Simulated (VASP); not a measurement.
# SnGe2 (Fm-3m) in VASP: a series of runs, part 2 of 2

VASP 6.6.1. The steps go on from the part before.

## Step 4: Single point, LDA

This run uses another cell than the first one, of 19.68 Å³/atom, 0.816 times its volume.

INCAR

```
SYSTEM = SnGe2
PREC = Accurate ; ENCUT = 520
EDIFF = 1E-7 ; ISMEAR = 0
SIGMA = 0.1 ; LREAL = .False.
LASPH = .True. ; NELM = 60
ALGO = Normal ; ISIF = 2
LWAVE = .False. ; LCHARG = .False.
NBANDS = 28
```

KPOINTS

```
regular mesh
0
Gamma
  6 6 6
  0 0 0
```

POSCAR

```
SnGe2
1.0
    0.0000000000      3.0906417255      3.0906417255
    3.0906417255      0.0000000000      3.0906417255
    3.0906417255      3.0906417255      0.0000000000
Sn Ge
1 2
Direct
    0.0000000000      0.0000000000      0.0000000000
    0.7500000000      0.7500000000      0.7500000000
    0.2500000000      0.2500000000      0.2500000000
```

Potentials or basis: VASP PAW LDA potentials, release 64 (Sn_d, Ge_d).

The run is started by

```
cat potpaw_LDA.64/Sn_d/POTCAR potpaw_LDA.64/Ge_d/POTCAR > POTCAR
mpirun -np 1 vasp_std > vasp.out
```

OUTCAR:

```text
SYSTEM = SnGe2
   PREC = Accurate
   ENCUT = 520
   EDIFF = 1E-7
   ISMEAR = 0
   LREAL = .False.
   LASPH = .True.
   NELM = 60
   ISIF = 2

 ion  position               nearest neighbor table
   1  0.000  0.000  0.000-   2 2.68   3 2.68   2 2.68   2 2.68   2 2.68   3 2.68   3 2.68   3 2.68

   2  0.750  0.750  0.750-   1 2.68   1 2.68   1 2.68   1 2.68
   3  0.250  0.250  0.250-   1 2.68   1 2.68   1 2.68   1 2.68

  LATTYP: Found a face centered cubic cell.
 ALAT       =     6.1812834510

  Lattice vectors:

 A1 = (   0.0000000000,   3.0906417255,   3.0906417255)
 A2 = (   3.0906417255,   0.0000000000,   3.0906417255)
 A3 = (   3.0906417255,   3.0906417255,   0.0000000000)

Analysis of symmetry for initial positions (statically):
=====================================================================
 Subroutine PRICEL returns:
 Original cell was already a primitive cell.

 Routine SETGRP: Setting up the symmetry group for a
 face centered cubic supercell.

 Subroutine GETGRP returns: Found 48 space group operations
 (whereof 48 operations were pure point group operations)
 out of a pool of 48 trial point group operations.

The static configuration has the point symmetry O_h .

Analysis of symmetry for dynamics (positions and initial velocities):
=====================================================================
 Subroutine PRICEL returns:
 Original cell was already a primitive cell.

 Routine SETGRP: Setting up the symmetry group for a
 face centered cubic supercell.

 Subroutine GETGRP returns: Found 48 space group operations
 (whereof 48 operations were pure point group operations)
 out of a pool of 48 trial point group operations.

The dynamic configuration has the point symmetry O_h .

 Subroutine INISYM returns: Found 48 space group operations
 (whereof 48 operations are pure point group operations),
 and found     1 'primitive' translations

[... 103 lines left out ...]
   EFERMI_NEDOS =   21; number of points for ismear=-14 and -15
   IALGO  =     38    algorithm
   IMIX   =      4    mixing-type and parameters
     AMIX     =   0.40;   BMIX     =  1.00
     AMIX_MAG =   1.60;   BMIX_MAG =  1.00
  volume/ion in A,a.u.               =      19.68       132.82
  Fermi-wavevector in a.u.,A,eV,Ry     =   1.461389  2.761625 29.057402  2.135659
  Thomas-Fermi vector in A             =   2.577727
   LORBIT       =      0    0 simple, 1 ext, 2 COOP (PROOUT), +10 PAW based schemes
   GGA     = CA    functional components
   LHFCALC =     F    Hartree Fock is set to
   AEXX    =    0.0000 exact exchange contribution
   IVDW    =     0    specifies the selected vdW correction
   LEPSILON=     F    determine dielectric tensor
   LRPA    =     F    only Hartree local field effects (RPA)
 non-spin polarized calculation
 Gauss-broadening in eV      SIGMA  =   0.10
  energy-cutoff  :      520.00
  volume of cell :       59.04
 maximum number of plane-waves:      1639
 NGX is ok and might be reduce to    36
   NGX = 17   NGY = 17   NGZ = 17

 number of electron      42.0000005 magnetization

 Free energy of the ion-electron system (eV)
  ---------------------------------------------------
  ext. energy  EPLUGINS =         0.00000000
  ---------------------------------------------------
  free energy    TOTEN  =       -13.06148704 eV

  energy without entropy =      -13.04869751  energy(sigma->0) =      -13.05509227

 E-fermi :   8.2191     XC(G=0): -11.4451

 val. band max:        8.2072389398   @ k =   0.5000   0.3333   0.0000
 cond. band min:       8.2419632888   @ k =  -0.3333   0.1667   0.0000
 fundamental gap:      0.0347243489
 Fermi energy:         8.2191465321

 k-point     1 :       0.0000    0.0000    0.0000
  band No.  band energies     occupation
      1     -16.6867      2.00000
      2     -16.6867      2.00000
      3     -16.6633      2.00000
      4     -16.6633      2.00000
      5     -16.6633      2.00000
      6     -16.6212      2.00000
[... 485 lines left out ...]
     27      15.7845      0.00000
     28      18.2730      0.00000

------------------------ aborting loop because EDIFF is reached ----------------------------------------

  FORCE on cell =-STRESS in cart. coord.  units (eV):
  Direction    XX          YY          ZZ          XY          YZ          ZX
  --------------------------------------------------------------------------------------
  -------------------------------------------------------------------------------------
  Total        7.1104636      7.1104636      7.1104636      0.0000000      0.0000000      0.0000000
  in kB      192.9445490    192.9445490    192.9445490      0.0000000      0.0000000      0.0000000
  external PRESSURE =     192.9445490 kB  Pullay stress =       0.0000000 kB

 VOLUME and BASIS-vectors are now :
 -----------------------------------------------------------------------------
  energy-cutoff  :      520.00
  volume of cell :       59.04
      direct lattice vectors                 reciprocal lattice vectors
     0.000000000  3.090641725  3.090641725    -0.161778700  0.161778700  0.161778700
     3.090641725  0.000000000  3.090641725     0.161778700 -0.161778700  0.161778700
     3.090641725  3.090641725  0.000000000     0.161778700  0.161778700 -0.161778700

 POSITION                                       TOTAL-FORCE (eV/Angst)
 -----------------------------------------------------------------------------------
      0.00000      0.00000      0.00000         0.000000     -0.000000      0.000000
      4.63596      4.63596      4.63596        -0.000000      0.000000     -0.000000
      1.54532      1.54532      1.54532         0.000000     -0.000000      0.000000
 -----------------------------------------------------------------------------------
    total drift:                                0.000000      0.000000      0.000000

  FREE ENERGIE OF THE ION-ELECTRON SYSTEM (eV)
  ---------------------------------------------------
  free  energy   TOTEN  =       -13.0614870399 eV

  energy  without entropy=      -13.0486975060  energy(sigma->0) =      -13.05509227
```

OSZICAR:

```text
N       E                     dE             d eps       ncg     rms          rms(c)
DAV:   1     0.344166395399E+03    0.34417E+03   -0.21048E+04   960   0.372E+03
DAV:   2     0.440547191391E+02   -0.30011E+03   -0.29447E+03   900   0.689E+02
DAV:   3    -0.105275009895E+02   -0.54582E+02   -0.53821E+02  1024   0.195E+02
DAV:   4    -0.131441724553E+02   -0.26167E+01   -0.26074E+01  1044   0.473E+01
DAV:   5    -0.132061116862E+02   -0.61939E-01   -0.61932E-01  1128   0.747E+00    0.410E+00
DAV:   6    -0.131098237754E+02    0.96288E-01   -0.54855E-02  1184   0.280E+00    0.225E+00
DAV:   7    -0.130620663833E+02    0.47757E-01   -0.41781E-02  1148   0.211E+00    0.141E-01
DAV:   8    -0.130614679967E+02    0.59839E-03   -0.53749E-03   960   0.953E-01    0.470E-02
DAV:   9    -0.130614852663E+02   -0.17270E-04   -0.24065E-04   992   0.160E-01    0.217E-02
DAV:  10    -0.130614868229E+02   -0.15566E-05   -0.17076E-05  1292   0.426E-02    0.635E-03
DAV:  11    -0.130614870721E+02   -0.24921E-06   -0.26363E-06  1144   0.252E-02    0.183E-03
DAV:  12    -0.130614870399E+02    0.32231E-07   -0.18207E-07   688   0.666E-03
   1 F= -.13061487E+02 E0= -.13055092E+02  d E =-.127895E-01
```

Run time: 12 s. Hardware: 1 thread of Intel Xeon 6975P-C (Granite Rapids), shared host; peak memory 0.18 GiB.

Results:

```yaml
Free_energy: -13.0615 eV
Pressure: 19.3 GPa
Band_gap_on_the_k_mesh: none (metal or under the smearing width)
```

Caveat: so large a pressure means that the cell lies far from this level's equilibrium, or that cutoff or potentials fall short.

## Step 5: Summary

```tsv
task	cell	k mesh	cutoff (eV)	gap on the mesh (eV)	pressure (GPa)
single point	Fm-3m, 24.13 Å³/atom	12 × 12 × 12	520	none	0.1
relaxation of cell and atoms	relaxed	12 × 12 × 12	600	none	0.0
single point	Fm-3m, 19.68 Å³/atom	6 × 6 × 6	520	none	19.3
```

Alike in all rows: level LDA; potentials or basis VASP PAW LDA potentials, release 64 (Sn_d, Ge_d); no spin polarisation; smearing gaussian 0.1 eV.

Caveats: so large a pressure means that the cell lies far from this level's equilibrium, or that cutoff or potentials fall short (some runs).

Absolute energies hang on the potentials; compare differences alone.
